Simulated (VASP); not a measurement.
# C (Fd-3m) in VASP: a series of runs, part 2 of 2

VASP 6.6.1. Earlier steps stand in the parts before.

## Step 4: Single point, LDA (grid = ENCUT=400 dk=0.9 cell=2x2x2 ISMEAR=0 SIGMA=0.05 LREAL=Auto EDIFF=1e-06)

INCAR reads:

```
SYSTEM = C
PREC     = Accurate       ! precision mode
ENCUT    = 400            ! plane-wave cutoff, eV
EDIFF    = 1E-6           ! SCF threshold, eV
ISMEAR   = 0              ! smearing method
SIGMA    = 0.05           ! smearing width, eV
LREAL    = Auto         
LASPH    = .True.         ! aspherical terms in the spheres
NELM     = 120            ! most SCF steps
ALGO     = Fast           ! electronic algorithm
ISIF     = 2              ! what is computed and relaxed
LWAVE    = .False.        ! write WAVECAR
LCHARG   = .False.        ! write CHGCAR
NBANDS   = 40             ! bands
```

KPOINTS reads:

```
regular mesh
0
Gamma
  2 2 2
  0 0 0
```

POSCAR reads:

```
C
1.0
    0.0000000000      3.5667400000      3.5667400000
    3.5667400000      0.0000000000      3.5667400000
    3.5667400000      3.5667400000      0.0000000000
C
16
Direct
    0.3750000000      0.3750000000      0.3750000000
    0.3750000000      0.3750000000      0.8750000000
    0.3750000000      0.8750000000      0.3750000000
    0.3750000000      0.8750000000      0.8750000000
    0.8750000000      0.3750000000      0.3750000000
    0.8750000000      0.3750000000      0.8750000000
    0.8750000000      0.8750000000      0.3750000000
    0.8750000000      0.8750000000      0.8750000000
    0.2500000000      0.2500000000      0.2500000000
    0.2500000000      0.2500000000      0.7500000000
    0.2500000000      0.7500000000      0.2500000000
    0.2500000000      0.7500000000      0.7500000000
    0.7500000000      0.2500000000      0.2500000000
    0.7500000000      0.2500000000      0.7500000000
    0.7500000000      0.7500000000      0.2500000000
    0.7500000000      0.7500000000      0.7500000000
```

Potentials or basis: VASP PAW LDA potentials, release 64 (C).

Run with:

```console
$ cat potpaw_LDA.64/C/POTCAR > POTCAR
$ mpirun -np 1 vasp_std > vasp.out
```

OUTCAR:

```text
SYSTEM = C
   PREC = Accurate
   ENCUT = 400
   EDIFF = 1E-6
   ISMEAR = 0
   LREAL = Auto
   LASPH = .True.
   NELM = 120
   ISIF = 2

 Found      3 irreducible k-points:

 Following reciprocal coordinates:
            Coordinates               Weight
  0.000000  0.000000  0.000000      1.000000
  0.500000  0.000000  0.000000      4.000000
  0.500000  0.500000  0.000000      3.000000
   k-points           NKPTS =      3   k-points in BZ     NKDIM =      3   number of bands    NBANDS=     40
   number of dos      NEDOS =    301   number of ions     NIONS =     16
   total plane-waves  NPLWV =  46656
   dimension x,y,z NGX =    36 NGY =   36 NGZ =   36
   dimension x,y,z NGXF=    72 NGYF=   72 NGZF=   72
   ions per type =              16
   NGX,Y,Z   is equivalent  to a cutoff of  11.86, 11.86, 11.86 a.u.
   NGXF,Y,Z  is equivalent  to a cutoff of  23.73, 23.73, 23.73 a.u.
 SYSTEM =  C
   PREC   = accura    normal or accurate (medium, high low for compatibility)
   ISTART =      0    job   : 0-new  1-cont  2-samecut
   ICHARG =      2    charge: 1-file 2-atom 10-const
   ISPIN  =      1    spin polarized calculation?
   LNONCOLLINEAR =      F non collinear calculations
   LSORBIT =      F    spin-orbit coupling
   LASPH  =      T    aspherical Exc in radial PAW
   ENCUT  =  400.0 eV  29.40 Ry    5.42 a.u.   8.23  8.23  8.23*2*pi/ulx,y,z
   NELM   =    120;   NELMIN=  2; NELMDL= -5     # of ELM steps
   EDIFF  = 0.1E-05   stopping-criterion for ELM
   LREAL  =      T    real-space projection
   EDIFFG = 0.1E-04   stopping-criterion for IOM
   NSW    =      0    number of steps for IOM
   IBRION =     -1    ionic relax: 0-MD 1-quasi-New 2-CG
   NFREE  =      0    steps in history (QN), initial steepest desc. (CG)
   ISIF   =      2    stress and relaxation
   ISYM   =      2    0-nonsym 1-usesym 2-fastsym
   POTIM  = 0.5000    time-step for ionic-motion
   TEBEG  =    0.0;   TEEND  =   0.0 temperature during run
   PSTRESS=    0.0 pullay stress
   NELECT =      64.0000    total number of electrons
   NUPDOWN=      -1.0000    fix difference up-down
   EMIN   =  10.00;   EMAX   =-10.00  energy-range for DOS
   EFERMI =   0.00;   METHOD = LEGACY
   ISMEAR =     0;   SIGMA  =   0.05  broadening in eV -4-tet -1-fermi 0-gaus
   EFERMI_NEDOS =   21; number of points for ismear=-14 and -15
   IALGO  =     68    algorithm
   IMIX   =      4    mixing-type and parameters
     AMIX     =   0.40;   BMIX     =  1.00
     AMIX_MAG =   1.60;   BMIX_MAG =  1.00
  volume/ion in A,a.u.               =       5.67        38.28
  Fermi-wavevector in a.u.,A,eV,Ry     =   1.457203  2.753714 28.891161  2.123440
  Thomas-Fermi vector in A             =   2.574032
   LORBIT       =      0    0 simple, 1 ext, 2 COOP (PROOUT), +10 PAW based schemes
   GGA     = CA    functional components
   LHFCALC =     F    Hartree Fock is set to
   AEXX    =    0.0000 exact exchange contribution
   IVDW    =     0    specifies the selected vdW correction
   LEPSILON=     F    determine dielectric tensor
   LRPA    =     F    only Hartree local field effects (RPA)
 non-spin polarized calculation
 RMM-DIIS sequential band-by-band and
 Gauss-broadening in eV      SIGMA  =   0.05
  energy-cutoff  :      400.00
  volume of cell :       90.75
 maximum number of plane-waves:      1676
 NGX is ok and might be reduce to    36
   NGX = 17   NGY = 17   NGZ = 17

 number of electron      64.0000026 magnetization

 Free energy of the ion-electron system (eV)
  ---------------------------------------------------
  ext. energy  EPLUGINS =         0.00000000
  ---------------------------------------------------
  free energy    TOTEN  =      -160.94011348 eV

  energy without entropy =     -160.94011348  energy(sigma->0) =     -160.94011348

 E-fermi :  10.0379     XC(G=0): -13.4921

 val. band max:        9.7766105750   @ k =   0.0000   0.0000   0.0000
 cond. band min:      14.1594963707   @ k =   0.5000   0.5000   0.0000
 fundamental gap:      4.3828857958
 Fermi energy:        10.0378602697

 k-point     1 :       0.0000    0.0000    0.0000
  band No.  band energies     occupation
      1     -11.5812      2.00000
      2      -5.7356      2.00000
      3      -5.7356      2.00000
      4      -5.7356      2.00000
      5      -5.7356      2.00000
      6      -3.6208      2.00000
[... 32 lines left out ...]
     39      15.3097      0.00000
     40      15.3097      0.00000

 k-point     2 :       0.5000    0.0000    0.0000
  band No.  band energies     occupation
      1      -9.8657      2.00000
      2      -9.8657      2.00000
      3      -5.5426      2.00000
      4      -5.5426      2.00000
      5      -5.5426      2.00000
      6      -5.5426      2.00000
[... 32 lines left out ...]
     39      17.4893      0.00000
     40      17.4928      0.00000

 k-point     3 :       0.5000    0.5000    0.0000
  band No.  band energies     occupation
      1      -9.2971      2.00000
      2      -9.2971      2.00000
      3      -7.1069      2.00000
      4      -7.1069      2.00000
      5      -7.1069      2.00000
      6      -7.1069      2.00000
[... 32 lines left out ...]
     39      19.6987      0.00000
     40      19.6998      0.00000

------------------------ aborting loop because EDIFF is reached ----------------------------------------

  FORCE on cell =-STRESS in cart. coord.  units (eV):
  Direction    XX          YY          ZZ          XY          YZ          ZX
  --------------------------------------------------------------------------------------
  -------------------------------------------------------------------------------------
  Total       -8.0917462     -8.0917462     -8.0917462      0.0000000     -0.0000000     -0.0000000
  in kB     -142.8592880   -142.8592880   -142.8592880      0.0000000     -0.0000000     -0.0000000
  external PRESSURE =    -142.8592880 kB  Pullay stress =       0.0000000 kB

 VOLUME and BASIS-vectors are now :
 -----------------------------------------------------------------------------
  energy-cutoff  :      400.00
  volume of cell :       90.75
      direct lattice vectors                 reciprocal lattice vectors
     0.000000000  3.566740000  3.566740000    -0.140184034  0.140184034  0.140184034
     3.566740000  0.000000000  3.566740000     0.140184034 -0.140184034  0.140184034
     3.566740000  3.566740000  0.000000000     0.140184034  0.140184034 -0.140184034

 POSITION                                       TOTAL-FORCE (eV/Angst)
 -----------------------------------------------------------------------------------
      2.67505      2.67505      2.67505         0.000000     -0.000000      0.000000
      4.45843      4.45843      2.67505        -0.000000     -0.000000     -0.000000
      4.45843      2.67505      4.45843         0.000000     -0.000000     -0.000000
      6.24179      4.45843      4.45843         0.000000     -0.000000     -0.000000
      2.67505      4.45843      4.45843         0.000000     -0.000000     -0.000000
      4.45843      6.24179      4.45843         0.000000     -0.000000     -0.000000
[... 8 lines left out ...]
      3.56674      3.56674      5.35011         0.000000      0.000000      0.000000
      5.35011      5.35011      5.35011        -0.000000      0.000000     -0.000000
 -----------------------------------------------------------------------------------
    total drift:                                0.000000     -0.000000     -0.000000

  FREE ENERGIE OF THE ION-ELECTRON SYSTEM (eV)
  ---------------------------------------------------
  free  energy   TOTEN  =      -160.9401134820 eV

  energy  without entropy=     -160.9401134820  energy(sigma->0) =     -160.94011348
```

Run time: 24 s. Hardware: 1 thread of Intel Xeon Platinum 8259CL at 2.50GHz (Skylake/Cascade Lake), shared host; peak memory 0.16 GiB.

The run converged, but some of its settings lie outside the range that counts as converged, so its numbers aren't taken as properties of the crystal.

What came out:

```
Free energy            : -160.9401 eV
Band gap on the k mesh : 4.38 eV
```

Caveat: the k mesh is coarse (spacing up to 0.76 Å⁻¹), so the values aren't converged; the cutoff is under 1.25 times the usual one of these potentials, so pressure, stress and relaxed cells hold a basis-set (Pulay) error.

## Step 5: For comparison

An earlier run on the cell as given: functional PBE; potentials or basis VASP PAW PBE potentials, release 64 (C); cutoff 520 eV; k mesh 13 × 13 × 13; occupations fermi-dirac, width 0.05 eV; no spin polarisation.

* Pressure: 2.5 GPa
* Band gap on the k mesh: 4.14 eV, indirect (least direct gap 5.59 eV)
